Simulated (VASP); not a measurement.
InP: core levels with PBEsol

InP:

```
In P
1.0
     0.00000    2.76883    2.76883
     2.76883    0.00000    2.76883
     2.76883    2.76883    0.00000
In P
1 1
Direct
  0.00000 0.00000 0.00000
  0.50000 0.50000 0.50000
```

Measurements of this composition are mostly on another form, of space group No. 216.

| Property | Result |
| --- | --- |
| Program | VASP 6.6.1 |
| Task | core levels |
| Functional | PBEsol |
| Potentials or basis | VASP PAW PBE potentials, release 64 (In_d, P) |
| Cutoff | 520 eV |
| k mesh | 8 × 8 × 8 |
| Occupations | gaussian, width 0.02 eV |
| Spin | no spin polarisation |
| Further INCAR settings | ALGO = Normal; EDIFF = 1e-06 |

```yaml
Pressure: -3.4 GPa
Band_gap_on_the_k_mesh: none (metal or under the smearing width)
```

Levels at points of the mesh, in eV from the Fermi level:
| k point | band 7 | band 8 | band 9 | band 10 | band 11 | band 12 |
| --- | --- | --- | --- | --- | --- | --- |
| (0.00, 0.00, 0.00) | -0.34 | -0.34 | -0.34 | 0.39 | 6.97 | 6.97 |
| (0.50, 0.00, 0.00) | -6.78 | 0.09 | 0.09 | 2.32 | 3.25 | 3.25 |
| (0.50, 0.50, 0.00) | -5.08 | -2.66 | -2.43 | -2.43 | 3.66 | 9.72 |

Core levels (eV, on the scale of the bands):
```tsv
atom	levels
1 In	1s -27736.6, 2s -4143.0, 2p -3717.0, 3s -777.0, 3p -637.5, 3d -421.2, 4s -108.2, 4p -66.7
2 P	1s -2070.9, 2s -160.9, 2p -111.4
```

Run time: 18 s on 1 thread of Intel(R) Xeon(R) Platinum 8259CL CPU @ 2.50GHz (Skylake/Cascade Lake), on a shared host, peak memory 0.17 GiB.

Caveat: the PAW data sets were made with another functional, which shifts forces and pressure a little.
